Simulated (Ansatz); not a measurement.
**Au: enthalpy against pressure**

Au, Im-3m, a = 3.275 Å. This isn't the element's structure at ambient conditions. Ansatz: r2SCAN, PAW, 500 eV, Γ-centred 18×18×18 mesh on 1 atom, Gaussian smearing 0.10 eV; no spin polarisation. Cell and atoms are relaxed at each pressure, and no other structure is tried, so the rows at high pressure may lie past a change of phase. y is the enthalpy over the state at zero pressure; there V0 = 17.569 Å³/atom. The pressures are the targets, met within 0.05 GPa.

| P (GPa) | y (eV/atom) |
| --- | --- |
| -1.0 | -0.1100 |
| 0.0 | 0.0000 |
| 1.0 | 0.1092 |
| 4.0 | 0.4330 |
| 12.0 | 1.2713 |
| 25.0 | ? |
| 50.0 | 4.9241 |
| 90.0 | 8.4037 |

**Question.** Fit y = c1 P + c2 P² + c3 P³ to the other rows, say what c1 and c2 mean, and predict the missing value.

**Answer.** Least squares on the rows shown. y = 0.10892 P − 0.00025393 P² + 9.0196×10⁻⁷ P³. Since dH/dP = V, c1 is V0: 0.10892 eV/GPa × 160.2 = 17.449 Å³ against 17.569; c2 = −V0/(2B0) gives B0 = 214 GPa, where a Birch–Murnaghan fit to the volumes of the same runs (not shown) gives 153 GPa: a cubic over this range folds the higher terms into c2. At P = 25.0 the fit asked for gives 2.5784 eV/atom. The run gave 2.5724 eV/atom, so the fit is 0.0060 eV/atom too high, 0.07 % of the span of the series, against an rms of 0.0007 eV/atom on the fitted rows. With a term in P⁴ added, a fit to the same known rows predicts 2.5705 eV/atom, so most of the miss is curvature that the known rows already hold.

The mesh isn't the same in all rows (18×18×18, 20×20×20). Spin–orbit coupling is left out, which can shift energies with elements as heavy as these.